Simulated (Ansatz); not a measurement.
# TiSi2 (Fddd) in Ansatz: a series of runs, part 2 of 2

Ansatz 0.2.0. The steps go on from the part before.

## 5. Band structure, PBE+U

input.yaml reads:

```yaml
crystal:
  lattice:
    - [0.0, 4.1175163063, 4.2628978354]
    - [2.3895119538, 0.0, 4.2628978354]
    - [2.3895119538, 4.1175163063, 0.0]
  atoms:
    - { symbol: Ti, position: [0.75, 0.75, 0.75] }
    - { symbol: Ti, position: [0.5, 0.5, 0.5] }
    - { symbol: Si, position: [0.41256561, 0.08743439, 0.41256561] }
    - { symbol: Si, position: [0.08743439, 0.41256561, 0.08743439] }
    - { symbol: Si, position: [0.16256561, 0.83743439, 0.16256561] }
    - { symbol: Si, position: [0.83743439, 0.16256561, 0.83743439] }
hamiltonian:
  xc: pbe
  pseudopotentials: { kind: paw }
  hubbard: { sites: [{ species: Ti, l: d, u_eff: 8.0 }] }
kpoints:
  mp_grid: { grid: [7, 7, 7] }
  band_path:
    path:
      - [[0.0, 0.0, 0.0], [0.5, 0.0, 0.5], [1.0, 0.5, 0.5], [0.5, 0.5, 0.0], [0.0, 0.0, 0.0], [0.0, 0.4127457158, 0.4127457158], [0.5, 0.2443551471, 0.7443551471], [0.5, 0.0, 0.5]]
      - [[1.0, 0.5, 0.5], [1.0, 0.5872542842, 0.5872542842]]
      - [[0.0, 0.4127457158, 0.4127457158], [0.5, 0.7556448529, 0.2556448529], [0.5, 0.5, 0.0]]
      - [[0.5, 0.5, 0.5], [0.0, 0.0, 0.0]]
    npoints: 14
scf:
  occupations: { method: fermi_dirac, width: 0.05 }
  n_extra_bands: 15
output:
  forces: true
  stress: true
  eigenvalues: true
  fatbands: false
  write_density: true
  write_potential: true
  elf: true
  volumetric_format: npy
```

Potentials or basis: Ansatz PAW.

Run with:

```console
ansatz run input.yaml --threads 2 --pin off --max-ram 5632MiB --backend cpu --events-out ev --progress --plain --runs-dir out
```

What it wrote:

```text
Warning: RAYON_NUM_THREADS=2 ignored (pool sized by the plan → 2); use --threads N
Ti: projections on atomic orbitals take those of the free atom [Ne] 3s2 3p6 3d2 4s2, of charge +0.00 (hamiltonian.pseudopotentials.projection_atoms); the dataset's partial waves leave at most 4.1e-7 of an orbital's norm unspanned inside its sphere
Si: projections on atomic orbitals take those of the free atom [Ne] 3s2 3p2, of charge +0.00 (hamiltonian.pseudopotentials.projection_atoms); the dataset's partial waves leave at most 6.1e-8 of an orbital's norm unspanned inside its sphere
scf.n_extra_bands = 15 over 20 filled bands (N_el = 40.0): the run solves 35 bands
[... 78 lines left out ...]
  k-point 0: bands = ["-44.6721", "-44.6447", "-21.2364", "-21.1318", "-20.8702", "-20.7997", "-20.7851", "-20.7499", "0.2012", "6.6614", "7.0468", "7.5643", "8.2345", "8.7113", "9.2672", "10.3248", "10.7668", "10.9003", "11.1116", "11.1298", "12.6663", "15.4226", "15.6268", "16.0664", "16.2311", "16.6257", "16.7628", "17.0920", "17.2760", "17.3495", "17.4220", "17.7466", "17.9649", "19.7161", "19.7409"]
  k-point 1: bands = ["-44.6709", "-44.6457", "-21.2333", "-21.1370", "-20.8662", "-20.8009", "-20.7857", "-20.7523", "0.4169", "6.1942", "6.3513", "7.4428", "8.3848", "8.9853", "9.5332", "10.1721", "10.5616", "10.9246", "11.1736", "12.1441", "12.6181", "15.4130", "15.5994", "15.9219", "16.2514", "16.6353", "16.8533", "16.9162", "17.2726", "17.5360", "17.8400", "18.0249", "18.3599", "19.8902", "20.2774"]
  k-point 2: bands = ["-44.6679", "-44.6481", "-21.2251", "-21.1499", "-20.8571", "-20.8041", "-20.7868", "-20.7574", "1.0413", "5.0039", "5.6364", "7.2294", "8.0107", "8.7238", "9.7704", "10.4892", "11.2859", "11.5789", "11.9875", "12.1824", "13.3530", "14.8476", "15.4973", "15.9491", "16.1285", "16.4273", "16.6117", "17.2092", "17.4028", "17.7235", "18.7007", "18.9779", "19.5241", "19.8160", "20.3079"]
  k-point 63: bands = ["-44.6585", "-44.6571", "-21.1896", "-21.1849", "-20.8189", "-20.8162", "-20.7878", "-20.7849", "2.3221", "2.3515", "6.3761", "7.4137", "8.5102", "9.7383", "10.0940", "10.5443", "10.7781", "10.9080", "12.0071", "12.0134", "14.4719", "14.5732", "15.0612", "15.7617", "16.0456", "16.2059", "16.7745", "17.0224", "17.4198", "17.6319", "17.8970", "17.9988", "19.2016", "19.6004", "20.3591"]
Occupation matrices written to <dir>
```

rho_z.tsv:

```text
# z_ang	rho[e/angstrom^3]
# format = ansatz-planar-average/11
# lattice	0.000000000	4.117516306	4.262897835
# lattice	2.389511954	0.000000000	4.262897835
# lattice	2.389511954	4.117516306	0.000000000
# sites	6
# site	22	3.584267931	6.176274459	6.394346753
# site	22	2.389511954	4.117516306	4.262897835
# site	14	1.194755977	3.397491253	2.131448918
# site	14	1.194755977	0.720025053	2.131448918
# site	14	2.389511954	1.338733100	4.262897835
# site	14	2.389511954	6.896299513	4.262897835
0.000000	3.039167e-1
0.148770	2.969756e-1
0.297540	2.914504e-1
0.446310	2.876239e-1
0.595080	2.862189e-1
0.743850	2.876239e-1
[... 24 lines left out ...]
4.463101	3.396542e-1
4.611871	3.152813e-1
```

It took 15 s on 2 threads of Arm Neoverse V2, shared host; peak memory 0.71 GiB.

Results:

| Property | Result |
| --- | --- |
| Free energy | -7529.1867 eV |
| Pressure | 11.5 GPa |
| Largest force | 0.257 eV/Å |
| Band gap on the k mesh | none (metal or under the smearing width) |

Forces in eV/Å, atoms in the order of the input:
```
Ti   0.000  0.000  0.000
Ti   0.000  0.000  0.000
Si   0.000 -0.257  0.000
Si   0.000  0.257  0.000
Si   0.000 -0.257  0.000
Si   0.000  0.257  0.000
```

Levels at the corners of the path, in eV from the Fermi level:
| point | band 16 | band 17 | band 18 | band 19 | band 20 | band 21 | band 22 | band 23 | band 24 | band 25 |
| --- | --- | --- | --- | --- | --- | --- | --- | --- | --- | --- |
| Γ | -3.11 | -2.67 | -2.53 | -2.32 | -2.30 | -0.77 | 1.99 | 2.19 | 2.63 | 2.80 |
| Y | -2.97 | -2.97 | -2.97 | -0.83 | -0.83 | 1.21 | 1.21 | 2.64 | 2.64 | 3.24 |
| T | -2.56 | -1.07 | -1.07 | -0.77 | -0.77 | 1.17 | 1.17 | 2.32 | 2.32 | 3.02 |
| Z | -3.12 | -2.66 | -2.66 | -1.65 | -1.65 | 0.94 | 0.94 | 2.82 | 2.82 | 3.04 |
| Γ | -3.11 | -2.67 | -2.53 | -2.32 | -2.30 | -0.77 | 1.99 | 2.19 | 2.63 | 2.80 |
| X | -2.57 | -1.93 | -1.63 | 0.07 | 0.49 | 0.81 | 1.51 | 1.58 | 2.45 | 2.78 |
| A1 | -2.94 | -1.89 | -1.89 | -1.43 | -1.43 | 0.76 | 0.76 | 2.02 | 2.02 | 2.51 |
| Y | -2.97 | -2.97 | -2.97 | -0.83 | -0.83 | 1.21 | 1.21 | 2.64 | 2.64 | 3.24 |
| T | -2.56 | -1.07 | -1.07 | -0.77 | -0.77 | 1.17 | 1.17 | 2.32 | 2.32 | 3.02 |
| X1 | -2.57 | -1.93 | -1.63 | 0.07 | 0.49 | 0.81 | 1.51 | 1.58 | 2.45 | 2.78 |
| X | -2.57 | -1.93 | -1.63 | 0.07 | 0.49 | 0.81 | 1.51 | 1.58 | 2.45 | 2.78 |
| A | -2.94 | -1.89 | -1.89 | -1.43 | -1.43 | 0.76 | 0.76 | 2.02 | 2.02 | 2.51 |
| Z | -3.12 | -2.66 | -2.66 | -1.65 | -1.65 | 0.94 | 0.94 | 2.82 | 2.82 | 3.04 |
| L | -3.05 | -2.08 | -0.90 | -0.80 | 0.58 | 0.93 | 1.29 | 1.35 | 1.54 | 2.34 |
| Γ | -3.11 | -2.67 | -2.53 | -2.32 | -2.30 | -0.77 | 1.99 | 2.19 | 2.63 | 2.80 |

Eigenvalues of the final occupation matrices:
```tsv
site	spin	trace	eigenvalues
site 1	1	1.48	0.17 0.20 0.27 0.28 0.56
site 2	1	1.48	0.17 0.20 0.27 0.28 0.56
```

Caveat: U without spin polarisation on a metal has little footing; the U is typed as a test and isn't derived for this compound.

## 6. The runs side by side

```tsv
U	gap on the mesh (eV)	pressure (GPa)	largest force (eV/Å)
Ti d U = 4 eV	none	5.4	0.10
Ti d U = 5 eV	none	6.4	0.12
Ti d U = 6 eV	none	7.6	0.15
Ti d U = 8 eV	none	11.5	0.26
```

Alike in all rows: task band structure; level PBE+U; potentials or basis Ansatz PAW; no spin polarisation; cell as given; k mesh 7 × 7 × 7; cutoff (eV) 420; smearing fermi-dirac 0.05 eV.

Every run on the cell as given and a fine mesh finds a metal.

Caveats: U without spin polarisation on a metal has little footing; the U is typed as a test and isn't derived for this compound.

Total energies depend on the potentials used, so only differences within one code and one set of settings carry meaning.
